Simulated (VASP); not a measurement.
Here is a VASP 6.6.1 calculation.

Contents of POSCAR:

```
Pt
1.0
    0.0000000000      1.9609000000      1.9609000000
    1.9609000000      0.0000000000      1.9609000000
    1.9609000000      1.9609000000      0.0000000000
Pt
1
Direct
    0.0000000000      0.0000000000      0.0000000000
```

File INCAR.step1:

```
SYSTEM = Pt
  PREC = Accurate
  ENCUT = 500
  EDIFF = 1E-6
  ISMEAR = -1
  SIGMA = 0.05
  LREAL = .False.
  LASPH = .True.
  NELM = 80
  ALGO = Normal
  ISIF = 2
  LWAVE = .False.
  LCHARG = .True.
  LMAXMIX = 4
  GGA = PE
```

KPOINTS.step1

```
Automatic mesh
0
Gamma
  12 12 12
  0 0 0
```

File INCAR.step2:

```
SYSTEM = Pt
  PREC = Accurate
  ENCUT = 500
  EDIFF = 1E-6
  ISMEAR = 0
  SIGMA = 0.05
  LREAL = .False.
  LASPH = .True.
  NELM = 80
  ALGO = Normal
  ISIF = 2
  LWAVE = .False.
  LCHARG = .False.
  LMAXMIX = 4
  GGA = PE
  ICHARG = 11
```

The input KPOINTS.step2:

```
path GXWKGLUWLK,UX
20
line-mode
reciprocal
 0.0000000000  0.0000000000  0.0000000000  G
 0.5000000000  0.0000000000  0.5000000000  X

 0.5000000000  0.0000000000  0.5000000000  X
 0.5000000000  0.2500000000  0.7500000000  W

 0.5000000000  0.2500000000  0.7500000000  W
 0.3750000000  0.3750000000  0.7500000000  K

 0.3750000000  0.3750000000  0.7500000000  K
 0.0000000000  0.0000000000  0.0000000000  G

 0.0000000000  0.0000000000  0.0000000000  G
 0.5000000000  0.5000000000  0.5000000000  L

 0.5000000000  0.5000000000  0.5000000000  L
 0.6250000000  0.2500000000  0.6250000000  U

 0.6250000000  0.2500000000  0.6250000000  U
 0.5000000000  0.2500000000  0.7500000000  W

 0.5000000000  0.2500000000  0.7500000000  W
 0.5000000000  0.5000000000  0.5000000000  L

 0.5000000000  0.5000000000  0.5000000000  L
 0.3750000000  0.3750000000  0.7500000000  K

 0.6250000000  0.2500000000  0.6250000000  U
 0.5000000000  0.0000000000  0.5000000000  X
```

Potentials or basis: VASP PAW PBE potentials, release 64 (Pt).

Run with:

```bash
$ cat potpaw_PBE.64/Pt/POTCAR > POTCAR
$ cp INCAR.step1 INCAR
$ cp KPOINTS.step1 KPOINTS
$ mpirun -np 1 vasp_std > vasp.out
$ cp INCAR.step2 INCAR
$ cp KPOINTS.step2 KPOINTS
$ mpirun -np 1 vasp_std > vasp.out
```

Question: What does it give for the band gap along the path?

Answer: None (metal or under the smearing width).

Levels at the corners of the path, in eV from the Fermi level:
```csv
point,band 1,band 2,band 3,band 4,band 5,band 6,band 7,band 8,band 9
Γ,-10.24,-3.81,-3.81,-3.81,-1.65,-1.65,14.61,19.58,19.58
X,-7.10,-6.64,-0.01,0.48,0.48,1.76,8.86,11.37,11.37
X,-7.10,-6.64,-0.01,0.48,0.48,1.76,8.86,11.37,11.37
W,-5.69,-4.57,-4.57,-2.02,0.48,7.10,8.26,8.26,12.03
W,-5.69,-4.57,-4.57,-2.02,0.48,7.10,8.26,8.26,12.03
K,-6.29,-5.49,-2.88,-1.34,-0.19,5.72,6.71,10.09,14.66
K,-6.29,-5.49,-2.88,-1.34,-0.19,5.72,6.71,10.09,14.66
Γ,-10.24,-3.81,-3.81,-3.81,-1.65,-1.65,14.61,19.58,19.58
Γ,-10.24,-3.81,-3.81,-3.81,-1.65,-1.65,14.61,19.58,19.58
L,-7.35,-3.87,-3.87,-0.50,0.03,0.03,5.83,14.18,18.96
L,-7.35,-3.87,-3.87,-0.50,0.03,0.03,5.83,14.18,18.96
U,-6.29,-5.49,-2.88,-1.34,-0.19,5.72,6.71,10.09,14.66
U,-6.29,-5.49,-2.88,-1.34,-0.19,5.72,6.71,10.09,14.66
W,-5.69,-4.57,-4.57,-2.02,0.48,7.10,8.26,8.26,12.03
W,-5.69,-4.57,-4.57,-2.02,0.48,7.10,8.26,8.26,12.03
L,-7.35,-3.87,-3.87,-0.50,0.03,0.03,5.83,14.18,18.96
L,-7.35,-3.87,-3.87,-0.50,0.03,0.03,5.83,14.18,18.96
K,-6.29,-5.49,-2.88,-1.34,-0.19,5.72,6.71,10.09,14.66
U,-6.29,-5.49,-2.88,-1.34,-0.19,5.72,6.71,10.09,14.66
X,-7.10,-6.64,-0.01,0.48,0.48,1.76,8.86,11.37,11.37
```

Caveat: the log is that of the step along the path at fixed density, whose energy, stress, charges and moments have no meaning; spin-orbit coupling is left out, which moves the levels of the heavy elements.
